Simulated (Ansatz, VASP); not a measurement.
This is a calculation of Al for VASP 6.6.1.

INCAR

```
PREC = Accurate
ENCUT = 520
EDIFF = 1E-6
ISMEAR = 0
SIGMA = 0.028000000000000004
LREAL = F
LASPH = T
NELM = 60
ALGO = Normal
ISIF = 2
LWAVE = F
LCHARG = F
GGA = PE
```

Contents of KPOINTS:

```
regular mesh
0
Gamma
  11 11 11
```

File POSCAR:

```
Al
1.0
    0.0000000000      2.0248050000      2.0248050000
    2.0248050000      0.0000000000      2.0248050000
    2.0248050000      2.0248050000      0.0000000000
Al
1
Direct
    0.0000000000      0.0000000000      0.0000000000
```

Potentials or basis: VASP PAW PBE potentials, release 64 (Al).

Run with:

```bash
$ cat potpaw_PBE.64/Al/POTCAR > POTCAR
$ mpirun -np 1 vasp_std > vasp.out
```

Question: Translate it to Ansatz 0.2.0. Potentials there: Ansatz PAW.

Answer: As run (the cutoff follows the program's own potentials):

Contents of input.yaml:

```yaml
crystal:
  lattice:
    - [0.0, 2.024805, 2.024805]
    - [2.024805, 0.0, 2.024805]
    - [2.024805, 2.024805, 0.0]
  atoms:
    - { symbol: Al, position: [0.0, 0.0, 0.0] }
hamiltonian:
  xc: pbe
  pseudopotentials: { kind: paw }
kpoints:
  mp_grid: { grid: [11, 11, 11] }
scf:
  occupations: { method: gaussian, width: 0.028 }
output:
  forces: true
  stress: true
  eigenvalues: true
```

Potentials or basis: Ansatz PAW.

Command:

```sh
$ ansatz run input.yaml --threads 2 --pin off --max-ram 5632MiB --backend cpu --events-out ev --progress --plain --runs-dir out
```

Both were run:

|  | VASP | Ansatz | Ansatz less VASP |
| --- | --- | --- | --- |
| gap on the k mesh at the Fermi level (eV) | none | none | - |
| pressure (GPa) | -0.5 | -0.5 | +0.04 |

A gap of «none» marks a metal or a gap that the smearing closes. The functional is the same, so the differences come from potentials, cutoffs and numerics.
